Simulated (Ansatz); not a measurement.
**TiCo2: convergence and cost**

This session on TiCo2 sets out to relax the cell with several choices of k mesh.

Program: Ansatz 0.2.0. Level of theory: DFT PBEsol, scalar-relativistic, plane waves, PAW. These are calculated values, not measurements.

1 further run of the same task is left out (set aside as unsound or not needed). Runs told in other sessions of the task aren't counted.

**1. The structure to begin with**

It takes space group Fd-3m (No. 227, cubic). The conventional cell has a = 6.704 Å, b = 6.704 Å, c = 6.704 Å, α = 90.00°, β = 90.00°, γ = 90.00°. Ti (site symmetry -43m) is surrounded by 12 Co at 2.78 Å and 4 Ti at 2.90 Å. Co (site symmetry -3m) is surrounded by 6 Co at 2.37 Å and 6 Ti at 2.78 Å.

As a file:

```
CELL_PARAMETERS angstrom
0.00000 3.35200 3.35200
3.35200 0.00000 3.35200
3.35200 3.35200 0.00000
ATOMIC_POSITIONS crystal
Ti 0.50000 0.50000 0.50000
Ti 0.75000 0.75000 0.75000
Co 0.12500 0.12500 0.12500
Co 0.62500 0.12500 0.12500
Co 0.12500 0.12500 0.62500
Co 0.12500 0.62500 0.12500
```

Source of the structure: the Crystallography Open Database. It is taken as it stands there.

**2. The base run, which the others are set against**

Input file input.yaml:

```yaml
crystal:
  lattice:
    - [0.0, 3.352, 3.352]
    - [3.352, 0.0, 3.352]
    - [3.352, 3.352, 0.0]
  atoms:
    - { symbol: Ti, position: [0.5, 0.5, 0.5], spin: -0.33 }
    - { symbol: Ti, position: [0.75, 0.75, 0.75], spin: -0.33 }
    - { symbol: Co, position: [0.125, 0.125, 0.125], spin: 0.85 }
    - { symbol: Co, position: [0.625, 0.125, 0.125], spin: 0.85 }
    - { symbol: Co, position: [0.125, 0.125, 0.625], spin: 0.85 }
    - { symbol: Co, position: [0.125, 0.625, 0.125], spin: 0.85 }
basis:
  ecutwfc: 420
kpoints:
  mp_grid: { grid: [10, 10, 10] }
hamiltonian:
  xc: pbesol
scf:
  occupations: { method: gaussian, width: 0.1 }
output:
  forces: true
  stress: true
  eigenvalues: true
  populations: true
magnetization:
  spin_polarized: true
```

It was run beforehand and gave: -4220.2761 eV/atom at zero smearing, pressure -11.67 GPa, largest force 0.000 eV/Å, no gap on the mesh, site moments Ti -0.28 (×2), Co +0.74 (×4) μB, in 13 SCF cycles and 51 s.

**3. Relaxing with k mesh 1×1×1**

Input file input.yaml:

```yaml
crystal:
  lattice:
    - [0.0, 3.352, 3.352]
    - [3.352, 0.0, 3.352]
    - [3.352, 3.352, 0.0]
  atoms:
    - { symbol: Ti, position: [0.5, 0.5, 0.5], spin: -0.31 }
    - { symbol: Ti, position: [0.75, 0.75, 0.75], spin: -0.31 }
    - { symbol: Co, position: [0.125, 0.125, 0.125], spin: 0.82 }
    - { symbol: Co, position: [0.625, 0.125, 0.125], spin: 0.82 }
    - { symbol: Co, position: [0.125, 0.125, 0.625], spin: 0.82 }
    - { symbol: Co, position: [0.125, 0.625, 0.125], spin: 0.82 }
basis:
  ecutwfc: 420
kpoints:
  mp_grid: { grid: [1, 1, 1] }
hamiltonian:
  xc: pbesol
scf:
  occupations: { method: gaussian, width: 0.1 }
output:
  forces: true
  stress: true
  eigenvalues: true
  populations: true
magnetization:
  spin_polarized: true
relax:
  adjacent_minimum: "off"
  f_tol: 0.01
  max_steps: 60
  cell: { stress_tol: 0.05 }
```

Run with:

```sh
$ ansatz run input.yaml --threads 1 --pin off --max-ram 2560MiB --backend cpu --events-out ev --progress --plain --runs-dir out
```

**4. Relaxation, k mesh: 2×2×2**

Edit input.yaml of step 3 so:

```diff
@@ -15,3 +15,3 @@
 kpoints:
-  mp_grid: { grid: [1, 1, 1] }
+  mp_grid: { grid: [2, 2, 2] }
 hamiltonian:
```

**5. Relaxation, k mesh: 4×4×4**

Edit input.yaml of step 4 so:

```diff
@@ -15,3 +15,3 @@
 kpoints:
-  mp_grid: { grid: [2, 2, 2] }
+  mp_grid: { grid: [4, 4, 4] }
 hamiltonian:
```

**6. Relaxation, k mesh: 6×6×6**

Edit input.yaml of step 5 so:

```diff
@@ -15,3 +15,3 @@
 kpoints:
-  mp_grid: { grid: [4, 4, 4] }
+  mp_grid: { grid: [6, 6, 6] }
 hamiltonian:
```

(Steps that only read results are left out.)

What results come out of these runs, taken together? Wanted: relaxed volume by k mesh.

The runs gave:

| quantity | value |
| --- | --- |
| relaxed volume by k mesh (Å³/atom) | 1×1×1: 12.62; 2×2×2: 11.74; 4×4×4: 11.79; 6×6×6: 11.73; 10×10×10: 11.73 |

In words: The relaxed volumes span 7.7 %. From 6×6×6 on the volume holds to 0.5 %, at 0.33 of the time of the best run. The listed cell is far from this method's equilibrium (-11.7 GPa, forces up to 0.00 eV/Å), so its values are not those of the relaxed crystal.
